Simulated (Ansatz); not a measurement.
## Pressure against volume: KCl

```
CELL_PARAMETERS angstrom
0.00000 3.15610 3.15610
3.15610 0.00000 3.15610
3.15610 3.15610 0.00000
ATOMIC_POSITIONS crystal
K 0.00000 0.00000 0.00000
Cl 0.50000 0.50000 0.50000
```

The conventional cell has a = 6.312 Å, b = 6.312 Å, c = 6.312 Å, α = 90.00°, β = 90.00°, γ = 90.00°. K (atom 1) is surrounded by 6 Cl at 3.16 Å. Cl (atom 2) has 6 K at 3.16 Å as nearest neighbours.

The cell is a measured one (Crystallography Open Database entry 9003114); the temperature and pressure of the measurement aren't taken into account, and nothing was relaxed.

Methods: DFT, PBE, all-electron LAPW, scalar-relativistic (Ansatz 0.2.0); DFT, PBE, PAW with Ansatz's default frozen-core files, scalar-relativistic (Ansatz 0.2.0).

For LAPW: a Γ-centred 7×7×7 k mesh, Fermi–Dirac smearing of 0.03 eV, basis error target 0.5 meV/atom, no spin polarisation. PAW takes a cutoff of 420 eV at this cell. The Ansatz runs share mesh, smearing and spin set-up. Plane-wave (PAW) pressures include the program's estimate of the Pulay term.

The cell above is scaled evenly, with fractional coordinates and shape held.

(1) Estimate the equilibrium volume and bulk modulus that full-potential LAPW gives for this fixed shape.

Results:

(1) V0 = 32.49 Å³/atom, B0 = 16 GPa, B0′ = 4.8, from a third-order Birch–Murnaghan fit to these pressures:
```tsv
V/V(cell)	V (Å³/atom)	P, LAPW (GPa)	P, PAW (GPa)	gap on the k mesh, LAPW (eV)	free energy over the lowest listed, PAW (meV/atom)
0.9405	29.567	1.92	1.92	5.37	15.7
0.9800	30.809	0.98	0.98	5.23	4.6
1.0000	31.438	0.58	0.58	5.16	1.5
1.0200	32.067	0.22	0.22	5.09	0.0
1.0600	33.324	-0.39	-0.39	4.96	0.8
```
